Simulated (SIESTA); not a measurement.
# ZnSe (Stilleite) under changes of volume

One of the cells (22.757 Å³/atom); the others are scaled copies at fixed shape and fractional positions:

```xyz
2
Lattice="0.0000 2.8338 2.8338 2.8338 0.0000 2.8338 2.8338 2.8338 0.0000" Properties=species:S:1:pos:R:3 pbc="T T T"
Se    4.2507    4.2507    4.2507
Zn    0.0000    0.0000    0.0000
```

* Program: SIESTA 5.4.2
* Functional: RPBE
* Potentials or basis: PseudoDojo 0.4 standard (PBE files)
* Basis: DZP (energy shift 0.003 Ry; two zetas on semicore shells)
* Grid cutoff: 800 Ry
* Energy shift: 0.003 Ry
* k mesh: 8 × 8 × 8
* Occupations: fermi-dirac, width 0.05 eV
* Spin: no spin polarisation

| volume (Å³/atom) | energy over the lowest point (meV/atom) | pressure (GPa) | gap on the mesh (eV) |
| --- | --- | --- | --- |
| 21.391 | 94.93 | 10.9 | 2.12 |
| 21.846 | 66.87 | 8.9 | 2.00 |
| 22.301 | ? | ? | ? |
| 22.757 | 27.00 | 5.2 | 1.78 |
| 23.212 | 14.34 | 3.7 | 1.67 |
| 23.667 | 5.45 | 2.5 | 1.57 |
| 24.122 | 0.00 | 1.3 | 1.48 |

Problem. What does the run at 22.301 Å³/atom give?

Solution. Energy over the lowest point 44.33 meV/atom; pressure 7.0 GPa; gap on the mesh 1.89 eV.

Worked out: A Birch-Murnaghan fit of order 3 (a polynomial in V^(-2/3)) to the other rows has its minimum at 24.74 Å³/atom, just outside them, with B0 = V·E''(V) = 49 GPa and B' = 6.0. It gives 44.43 meV/atom at 22.301 Å³/atom, against the run's 44.33, and -dE/dV = 6.9 GPa, against 7.0. A straight line through the other rows of the gap, of slope -5.36 eV per unit of ln V (its deformation potential), gives 1.89 eV, against the run's 1.89.

Energies are extrapolated to zero smearing.

Caveats: short orbitals over semicore shells can move pressures by several GPa; the valence orbitals were made in a potential fitted to the semicore shell under them, which widens gaps by tenths of an eV or more; the potentials were made for another functional, which shifts forces and pressure; the basis of atomic orbitals isn't converged, which shifts pressures, moduli and gaps.

A mesh can miss the band edges. Spin-orbit coupling on Se is left out.
